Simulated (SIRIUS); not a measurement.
Crystal: Ce.

```
CELL_PARAMETERS angstrom
0.00000 2.58060 2.58060
2.58060 0.00000 2.58060
2.58060 2.58060 0.00000
ATOMIC_POSITIONS crystal
Ce 0.00000 0.00000 0.00000
```

Alike in all runs: program SIRIUS 7.12.0; functional PBE; potentials or basis all-electron FP-LAPW; cutoff 168 eV; basis apw+lo standard; k mesh 9 × 9 × 9; occupations fermi-dirac, width 0.05 eV.

Starts and where they ended:

```csv
start,free energy over the lowest (meV/atom),net moment (μB),site or absolute moments (μB),gap
"non-collinear spin, ferromagnetic start of up to 1 μB",0.0,0.80,-,none (metal or under the smearing width)
"collinear spin, ferromagnetic start of up to 1 μB",0.1,0.80,Ce +0.66,none (metal or under the smearing width)
no spin polarisation,5.1,-,-,none (metal or under the smearing width)
```

Allowing spin polarisation gains 5 meV/atom. A still lower state may exist.

Caveats: the magnetic or orbital state may not be the lowest (some runs); spin-orbit coupling is left out, which moves the levels of the heavy elements (some runs).
